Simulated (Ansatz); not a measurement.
RuS2: levels along high-symmetry lines

```
CELL_PARAMETERS angstrom
0.00000 2.86664 2.86664
2.86664 0.00000 2.86664
2.86664 2.86664 0.00000
ATOMIC_POSITIONS crystal
Ru 0.00000 0.00000 0.00000
S 0.25000 0.25000 0.25000
S 0.75000 0.75000 0.75000
```

Atom numbers follow the list: Ru1, S2, S3.

The cell was built from the fluorite type and relaxed in the same program, and has space group Fm-3m; it needn't be a known or the stable phase.

These are results of DFT, PBE, all-electron LAPW, scalar-relativistic in Ansatz 0.2.0, not measurements.

The runs use a Γ-centred 11×11×11 k mesh, Fermi–Dirac smearing of 0.03 eV, basis error target 0.5 meV/atom, no spin polarisation.

Points in fractions of the reciprocal vectors of this cell: Γ (0, 0, 0), X (0.5, 0, 0.5), U (0.625, 0.25, 0.625), K (0.375, 0.375, 0.75), L (0.5, 0.5, 0.5), W (0.5, 0.25, 0.75). The path joins them by straight lines in the order Γ–X–U–K–Γ–L–W–X; legs that retrace an earlier one aren't tabulated. Energies are in eV from the Fermi level.

Question: Is there a gap?

Answer: None at this level of theory (metallic, semimetallic, or a small gap that the functional closes).

Question: List the levels between -20 and 4 eV at the symmetry points.

Answer: 
Γ: -16.28, -11.10, -6.88 (×3), -2.47 (×2), -0.86 (×3), 2.30 (×3)
X: -14.23, -13.27, -8.24, -5.87 (×2), -3.64 (×2), -2.07, -1.68, -0.17, 0.84, 2.51 (×2)
U: -13.99, -13.67, -7.77, -6.15, -5.62, -4.23, -3.37, -1.70, -1.48, -0.12, 0.11, 2.07, 2.09
K: -13.99, -13.67, -7.77, -6.15, -5.62, -4.23, -3.37, -1.70, -1.48, -0.12, 0.11, 2.07, 2.09
L: -14.36, -13.85, -5.99 (×2), -4.51, -3.58 (×2), -3.46, -2.12 (×2), -0.10, 2.22 (×2)
W: -13.81 (×2), -7.41, -7.23, -4.58 (×2), -3.60, -1.77, -1.17, 0.42 (×2), 0.44, 3.02
